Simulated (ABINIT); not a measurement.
# HgTe (Coloradoite) (F-43m) in ABINIT: further runs

One crystal, HgTe (Coloradoite), is run at these levels: PBEsol, PBE; tasks: single point, equation of state.

Everything below comes from runs of ABINIT 10.8.3 (patched build). Logs are shortened: lines on timing, memory, paths and dates and some standing lists are left out, and cuts for length are marked. The log counts tension as positive stress, the text compression.

**Experimental background.**

A printed reference work, monograph reports, for a bulk crystal of HgTe: bulk modulus 43 GPa.

The runs below are set against these values where they give the same quantity.

## (1) The crystal as given

Symmetry: F-43m, No. 216, cubic system. The conventional cell has a = 6.429 Å, b = 6.429 Å, c = 6.429 Å, α = 90.00°, β = 90.00°, γ = 90.00°. Hg (site symmetry -43m) is surrounded by 4 Te at 2.78 Å. Te (site symmetry -43m) has 4 Hg at 2.78 Å as nearest neighbours.

## (2) Single point, PBEsol

run.abi reads:

```
# Pseudopotentials
pp_dirpath "./"
pseudos "Hg.upf, Te.upf"

# Structure
acell 3*1.0 Angstrom
rprim
     0.0000000000     3.2145000000     3.2145000000
     3.2145000000     0.0000000000     3.2145000000
     3.2145000000     3.2145000000     0.0000000000
ntypat 2
znucl 80 52
natom 2
typat 1 2
xred
     0.0000000000     0.0000000000     0.0000000000
     0.7500000000     0.7500000000     0.7500000000

# Plane-wave basis
ecut 40.0

# k points
kptopt 1
ngkpt 7 7 7
nshiftk 1
shiftk 0.0 0.0 0.0

# Exchange and correlation
ixc -116133

# Bands and occupations
nband 22
occopt 3
tsmear 0.05 eV

# SCF cycle
nstep 100
tolvrs 1.0e-10

# Output
iomode 3
prtwf 0
prtden 0
prteig 0
prtebands 0
enunit 2
```

Potentials or basis: PseudoDojo NC SR PBEsol v0.4.1 standard.

Run with:

```
> abinit run.abi > log 2>&1
```

run.abo:

```text
.Version 10.8.3 of ABINIT
 Symmetries : space group F-4 3 m (#216); Bravais cF (face-center cubic)
================================================================================
 Values of the parameters that define the memory need of the present run
     intxc =       0    ionmov =       0      iscf =       7    lmnmax =       7
     lnmax =       7     mgfft =      50  mpssoang =       4    mqgrid =    3001
     natom =       2  nloc_mem =       1    nspden =       1   nspinor =       1
    nsppol =       1      nsym =      24    n1xccc =    2501    ntypat =       2
    occopt =       3   xclevel =       2
       mpw =        5432          nfft =      125000          nkpt =          20
================================================================================
================================================================================

--------------------------------------------------------------------------------
------------- Echo of variables that govern the present computation ------------
--------------------------------------------------------------------------------
 -outvars: echo values of preprocessed input variables --------
            acell      1.8897261259E+00  1.8897261259E+00  1.8897261259E+00 Bohr
              amu      2.00590000E+02  1.27600000E+02
             ecut      4.00000000E+01 Hartree
           enunit           2
              ixc     -116133
         kptrlatt        7    0    0      0    7    0      0    0    7
          kptrlen      6.01347258E+01
            natom           2
            nband          22
            ngfft          50      50      50
             nkpt          20
            nstep         100
             nsym          24
           ntypat           2
           occopt           3
           prtden           0
        prtebands           0
           prteig           0
            prtwf           0
            rprim      0.0000000000E+00  3.2145000000E+00  3.2145000000E+00
                       3.2145000000E+00  0.0000000000E+00  3.2145000000E+00
                       3.2145000000E+00  3.2145000000E+00  0.0000000000E+00
          spgroup         216
           tolvrs      1.00000000E-10
           tsmear      1.83746611E-03 Hartree
            typat      1  2
           xangst      0.0000000000E+00  0.0000000000E+00  0.0000000000E+00
                       4.8217500000E+00  4.8217500000E+00  4.8217500000E+00
            xcart      0.0000000000E+00  0.0000000000E+00  0.0000000000E+00
                       9.1117869476E+00  9.1117869476E+00  9.1117869476E+00
             xred      0.0000000000E+00  0.0000000000E+00  0.0000000000E+00
                       7.5000000000E-01  7.5000000000E-01  7.5000000000E-01
            znucl       80.00000   52.00000

================================================================================

 chkinp: Checking input parameters for consistency.

================================================================================
== DATASET  1 ==================================================================

--- !DatasetInfo
iteration_state: {dtset: 1, }
dimensions: {natom: 2, nkpt: 20, mband: 22, nsppol: 1, nspinor: 1, nspden: 1, mpw: 5432, }
cutoff_energies: {ecut:  40.0, pawecutdg:  -1.0, }
electrons: {nelect:   3.60000000E+01, charge:   0.00000000E+00, occopt:   3.00000000E+00, tsmear:   1.83746611E-03, }
meta: {optdriver: 0, ionmov: 0, optcell: 0, iscf: 7, paral_kgb: 0, }
...

 Real(R)+Recip(G) space primitive vectors, cartesian coordinates (Bohr,Bohr^-1):
 R(1)=  0.0000000  6.0745246  6.0745246  G(1)= -0.0823110  0.0823110  0.0823110
 R(2)=  6.0745246  0.0000000  6.0745246  G(2)=  0.0823110 -0.0823110  0.0823110
 R(3)=  6.0745246  6.0745246  0.0000000  G(3)=  0.0823110  0.0823110 -0.0823110
 Unit cell volume ucvol=  4.4829809E+02 bohr^3
 Angles (23,13,12)=  6.00000000E+01  6.00000000E+01  6.00000000E+01 degrees

 getcut: wavevector=  0.0000  0.0000  0.0000  ngfft=  50  50  50
         ecut(hartree)=     40.000   => boxcut(ratio)=   2.04513

--- Pseudopotential description ------------------------------------------------
- pspini: atom type   1  psp file is ./Hg.upf
12 -116133 3 -1 1246                          pspcod,pspxc,lmax,lloc,mmax
     nproj     2     2     2     1

- pspini: atom type   2  psp file is ./Te.upf
12 -116133 2 -1 1294                          pspcod,pspxc,lmax,lloc,mmax
     nproj     2     2     2     0

   2.42465635E+03                                ecore*ucvol(ha*bohr**3)
--------------------------------------------------------------------------------

================================================================================

--- !BeginCycle
iteration_state: {dtset: 1, }
solver: {iscf: 7, nstep: 100, nline: 4, wfoptalg: 0, }
tolerances: {tolvrs: 1.00E-10, }
...

     iter   Etot(hartree)      deltaE(h)  residm     vres2
 ETOT  1  -270.99188576488    -2.710E+02 1.637E-01 1.514E+02
 ETOT  2  -271.23690421503    -2.450E-01 1.611E-02 3.640E+01
 ETOT  3  -271.24129173451    -4.388E-03 6.763E-04 8.372E-01
 ETOT  4  -271.24138057016    -8.884E-05 2.574E-04 1.210E-01
 ETOT  5  -271.24138844310    -7.873E-06 7.937E-05 2.429E-02
 ETOT  6  -271.24138930736    -8.643E-07 5.201E-05 1.038E-03
 ETOT  7  -271.24138937419    -6.683E-08 5.404E-05 2.727E-05
 ETOT  8  -271.24138937702    -2.833E-09 4.363E-05 3.548E-07
 ETOT  9  -271.24138937707    -4.275E-11 5.538E-05 9.075E-09
 ETOT 10  -271.24138937705     1.410E-11 4.415E-05 1.090E-09
 ETOT 11  -271.24138937706    -8.754E-12 5.322E-05 4.642E-11

 At SCF step   11       vres2   =  4.64E-11 < tolvrs=  1.00E-10 =>converged.

 Cartesian components of stress tensor (hartree/bohr^3)
  sigma(1 1)= -6.19558660E-05  sigma(3 2)=  0.00000000E+00
  sigma(2 2)= -6.19558660E-05  sigma(3 1)=  0.00000000E+00
  sigma(3 3)= -6.19558660E-05  sigma(2 1)=  0.00000000E+00

--- !ResultsGS
iteration_state: {dtset: 1, }
comment   : Summary of ground state results
lattice_vectors:
- [  0.0000000,   6.0745246,   6.0745246, ]
- [  6.0745246,   0.0000000,   6.0745246, ]
- [  6.0745246,   6.0745246,   0.0000000, ]
lattice_lengths: [   8.59068,    8.59068,    8.59068, ]
lattice_angles: [ 60.000,  60.000,  60.000, ] # degrees, (23, 13, 12)
lattice_volume:   4.4829809E+02
convergence: {deltae: -8.754E-12, res2:  4.642E-11, residm:  5.322E-05, diffor: null, }
etotal    :  -2.71241389E+02
entropy   :   0.00000000E+00
fermie    :   1.81764323E-01
cartesian_stress_tensor: # hartree/bohr^3
- [ -6.19558660E-05,   0.00000000E+00,   0.00000000E+00, ]
- [  0.00000000E+00,  -6.19558660E-05,   0.00000000E+00, ]
- [  0.00000000E+00,   0.00000000E+00,  -6.19558660E-05, ]
pressure_GPa:   1.8228E+00
xred      :
- [  0.0000E+00,   0.0000E+00,   0.0000E+00, Hg]
- [  7.5000E-01,   7.5000E-01,   7.5000E-01, Te]
cartesian_forces: # hartree/bohr
- [ -1.38521396E-30,  -1.38521396E-30,   4.15564188E-30, ]
- [  1.38521396E-30,   1.38521396E-30,  -4.15564188E-30, ]
force_length_stats: {min:   4.59423496E-30, max:   4.59423496E-30, mean:   4.59423496E-30, }
...

 Integrated electronic density in atomic spheres:
 ------------------------------------------------
 Atom  Sphere_radius  Integrated_density
    1        2.00000         16.52510173
    2        2.00000         11.95871541
================================================================================

 ----iterations are completed or convergence reached----

 Mean square residual over all n,k,spin=   12.270E-08; max=  53.222E-06
 reduced coordinates (array xred) for    2 atoms
       0.000000000000      0.000000000000      0.000000000000
       0.750000000000      0.750000000000      0.750000000000
 rms dE/dt=  2.3800E-29; max dE/dt=  3.3658E-29; dE/dt below (all hartree)
    1       0.000000000000      0.000000000000      0.000000000000
    2       0.000000000000      0.000000000000     -0.000000000000

 cartesian coordinates (angstrom) at end:
    1      0.00000000000000     0.00000000000000     0.00000000000000
    2      4.82175000000000     4.82175000000000     4.82175000000000

 cartesian forces (hartree/bohr) at end:
    1     -0.00000000000000    -0.00000000000000     0.00000000000000
    2      0.00000000000000     0.00000000000000    -0.00000000000000
 frms,max,avg= 2.6524828E-30 4.1556419E-30   0.000E+00  0.000E+00  0.000E+00 h/b

 cartesian forces (eV/Angstrom) at end:
    1     -0.00000000000000    -0.00000000000000     0.00000000000000
    2      0.00000000000000     0.00000000000000    -0.00000000000000
 frms,max,avg= 1.3639615E-28 2.1369170E-28   0.000E+00  0.000E+00  0.000E+00 e/A
 length scales=  1.889726125908  1.889726125908  1.889726125908 bohr
              =  1.000000000000  1.000000000000  1.000000000000 angstroms
 Fermi (or HOMO) energy (hartree) =   0.18176   Average Vxc (hartree)=  -0.35232
 Eigenvalues (hartree) for nkpt=  20  k points:
 kpt#   1, nband= 22, wtk=  0.00292, kpt=  0.0000  0.0000  0.0000 (reduced coord)
  -4.05355   -2.15284   -2.15284   -2.15284   -1.17087   -1.17087   -1.17087   -1.17055
  -1.17055   -0.26602   -0.09261   -0.09261   -0.09261   -0.07218   -0.07218    0.15200
   0.18028    0.18028    0.18028    0.33384    0.33384    0.33384
      occupation numbers for kpt#   1
   2.00000    2.00000    2.00000    2.00000    2.00000    2.00000    2.00000    2.00000
   2.00000    2.00000    2.00000    2.00000    2.00000    2.00000    2.00000    2.00000
   1.38317    1.38317    1.38317    0.00000    0.00000    0.00000
 prteigrs : prtvol=0 or 1, do not print more k-points.

 Fermi (or HOMO) energy (eV) =   4.94606   Average Vxc (eV)=  -9.58719
 Eigenvalues (   eV  ) for nkpt=  20  k points:
 kpt#   1, nband= 22, wtk=  0.00292, kpt=  0.0000  0.0000  0.0000 (reduced coord)
-110.30284  -58.58180  -58.58180  -58.58180  -31.86102  -31.86102  -31.86102  -31.85240
 -31.85240   -7.23885   -2.52013   -2.52013   -2.52013   -1.96412   -1.96412    4.13619
   4.90568    4.90568    4.90568    9.08424    9.08424    9.08424
 prteigrs : prtvol=0 or 1, do not print more k-points.

--- !EnergyTerms
iteration_state     : {dtset: 1, }
comment             : Components of total free energy in Hartree
kinetic             :  1.04520203731922E+02
hartree             :  8.16424786094570E+01
xc                  : -5.18294073483835E+01
Ewald energy        : -1.44904694395549E+02
psp_core            :  5.40858060729796E+00
local_psp           : -2.42458795990477E+02
non_local_psp       : -2.36197294197427E+01
internal            : -2.71241364205475E+02
'-kT*entropy'       : -2.51715857793412E-05
total_energy        : -2.71241389377061E+02
total_energy_eV     : -7.38085421223573E+03
band_energy         : -3.35245039201437E+01
...

 Cartesian components of stress tensor (hartree/bohr^3)
  sigma(1 1)= -6.19558660E-05  sigma(3 2)=  0.00000000E+00
  sigma(2 2)= -6.19558660E-05  sigma(3 1)=  0.00000000E+00
  sigma(3 3)= -6.19558660E-05  sigma(2 1)=  0.00000000E+00

-Cartesian components of stress tensor (GPa)         [Pressure=  1.8228E+00 GPa]
- sigma(1 1)= -1.82280451E+00  sigma(3 2)=  0.00000000E+00
- sigma(2 2)= -1.82280451E+00  sigma(3 1)=  0.00000000E+00
- sigma(3 3)= -1.82280451E+00  sigma(2 1)=  0.00000000E+00

== END DATASET(S) ==============================================================
================================================================================

 -outvars: echo values of variables after computation  --------
            acell      1.8897261259E+00  1.8897261259E+00  1.8897261259E+00 Bohr
           etotal     -2.7124138938E+02
            fcart     -1.3852139603E-30 -1.3852139603E-30  4.1556418810E-30
                       1.3852139603E-30  1.3852139603E-30 -4.1556418810E-30
            rprim      0.0000000000E+00  3.2145000000E+00  3.2145000000E+00
                       3.2145000000E+00  0.0000000000E+00  3.2145000000E+00
                       3.2145000000E+00  3.2145000000E+00  0.0000000000E+00
           strten     -6.1955866022E-05 -6.1955866022E-05 -6.1955866022E-05
                       0.0000000000E+00  0.0000000000E+00  0.0000000000E+00
           xangst      0.0000000000E+00  0.0000000000E+00  0.0000000000E+00
                       4.8217500000E+00  4.8217500000E+00  4.8217500000E+00
             xred      0.0000000000E+00  0.0000000000E+00  0.0000000000E+00
                       7.5000000000E-01  7.5000000000E-01  7.5000000000E-01
 Calculation completed.
```

Wall time 97 s (1 thread of Arm Neoverse V1, shared host); peak memory 0.13 GiB.

Results:

| Item | Value |
| --- | --- |
| Free energy | -7380.8542 eV |
| Pressure | 1.8 GPa |
| Band gap on the k mesh | none (metal or under the smearing width) |
| Valence electrons inside the program's atomic spheres | Hg 16.53; Te 11.96 |

Spin-orbit coupling is left out, which matters for the levels of Hg, Te.

(Continued in part 2 of 2.)
